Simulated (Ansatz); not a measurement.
# Ge: the cost of one run

Program: Ansatz 0.2.0. Level of theory: DFT r2SCAN, scalar-relativistic, plane waves, PAW. These are calculated values, not measurements.

### 1 The structure to begin with

It takes space group P6_3/mmc (No. 194, hexagonal). The conventional cell has a = 3.285 Å, b = 3.285 Å, c = 5.332 Å, α = 90.00°, β = 90.00°, γ = 120.00°. Around Ge (site symmetry -6m2) lie 12 Ge at 3.27 to 3.29 Å.

As a file:

```
CELL_PARAMETERS angstrom
3.28530 0.00000 0.00000
-1.64265 2.84515 0.00000
0.00000 0.00000 5.33222
ATOMIC_POSITIONS crystal
Ge 0.33333 0.66667 0.25000
Ge 0.66667 0.33333 0.75000
```

This is candidate A: hcp type (P6_3/mmc, No. 194).

(A quick probe on a coarse mesh, which set the mesh and smearing, is not shown.)

### 3 Rough relaxation on the coarse mesh (candidate A)

input.yaml reads:

```yaml
crystal:
  lattice:
    - [3.2853008098, 0.0, 0.0]
    - [-1.6426504049, 2.8451539603, 0.0]
    - [0.0, 0.0, 5.3322172022]
  atoms:
    - { symbol: Ge, position: [0.3333333333, 0.6666666667, 0.25] }
    - { symbol: Ge, position: [0.6666666667, 0.3333333333, 0.75] }
basis:
  ecutwfc: 500
kpoints:
  mp_grid: { grid: [6, 6, 4] }
hamiltonian:
  xc: r2scan
scf:
  occupations: { method: gaussian, width: 0.1 }
  lower_state_search: "off"
output:
  forces: true
  stress: true
  eigenvalues: true
relax:
  adjacent_minimum: "off"
  f_tol: 0.04
  max_steps: 70
  cell: { stress_tol: 0.4 }
```

Q: Estimate wall time and peak memory on 1 thread of an Arm CPU, shared host.

About 18 s, with a peak of 0.4 GiB.
